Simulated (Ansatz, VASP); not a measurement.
**BN in VASP and in Ansatz**

File INCAR:

```
PREC     = Accurate       # precision mode
ENCUT    = 520            # plane-wave cutoff, eV
EDIFF    = 1E-7           # SCF threshold, eV
ISMEAR   = -1             # smearing method
SIGMA    = 0.05           # smearing width, eV
LREAL    = False          # projectors in reciprocal space
LASPH    = True           # aspherical terms in the spheres
NELM     = 60             # most SCF steps
ALGO     = Normal         # electronic algorithm
ISIF     = 2              # what is computed and relaxed
LWAVE    = False          # write WAVECAR
LCHARG   = False          # write CHGCAR
NBANDS   = 16             # bands
```

The input KPOINTS:

```
Automatic mesh
0
Gamma
  12 12 6
```

Contents of POSCAR:

```
BN
1.0
    2.5367985510      0.0000000000      0.0000000000
   -1.2683992755      2.1969319894      0.0000000000
    0.0000000000      0.0000000000      4.1984859909
N B
2 2
Direct
    0.3333333333      0.6666666667      0.1252760000
    0.6666666667      0.3333333333      0.6252760000
    0.3333333333      0.6666666667      0.4997240000
    0.6666666667      0.3333333333      0.9997240000
```

File input.yaml:

```yaml
crystal:
  lattice:
    - [2.536798551, 0.0, 0.0]
    - [-1.2683992755, 2.1969319894, 0.0]
    - [0.0, 0.0, 4.1984859909]
  atoms:
    - { symbol: "N", position: [0.3333333333, 0.6666666667, 0.125276] }
    - { symbol: "N", position: [0.6666666667, 0.3333333333, 0.625276] }
    - { symbol: B, position: [0.3333333333, 0.6666666667, 0.499724] }
    - { symbol: B, position: [0.6666666667, 0.3333333333, 0.999724] }
hamiltonian:
  xc: lda
  pseudopotentials: { kind: paw }
kpoints:
  mp_grid: { grid: [12, 12, 6] }
scf:
  occupations: { method: fermi_dirac, width: 0.05 }
output:
  forces: true
  stress: true
  eigenvalues: true
```

Measurements of this composition are mostly on another form, of space group No. 194.

Alike in both runs: task single point; functional LDA; k mesh 12 × 12 × 6; occupations fermi-dirac, width 0.05 eV; no spin polarisation.

|  | VASP | Ansatz |
| --- | --- | --- |
| version | VASP 6.6.1 | Ansatz 0.2.0 |
| potentials or method | VASP PAW LDA potentials, release 64 (N, B) | Ansatz PAW |
| plane-wave cutoff (eV) | 520 | 420 |
| valence electrons in the cell | 16 | 16 |

```tsv
	VASP	Ansatz	Ansatz less VASP
gap on the k mesh at the Fermi level (eV)	4.93	4.96	+0.026
least direct gap on the mesh (eV)	8.20	8.21	+0.011
pressure (GPa)	-5.5	-6.4	-0.91
largest component of the traceless stress (GPa)	0.22	0.20	-0.015
rms of the force components (eV/Å)	0.003	0.004	+0.0011
```

Atom by atom the forces differ by 0.001 eV/Å (rms over components).

Caveats: the pressure holds a Pulay correction of +1.3 GPa for the finite cutoff (Ansatz); the PAW data sets come from PBE, with cores solved anew for the run's functional, which leaves a small shift of forces and pressure (Ansatz). A k mesh can miss the band edges. LDA gaps usually lie below the measured ones, often by a third to a half.
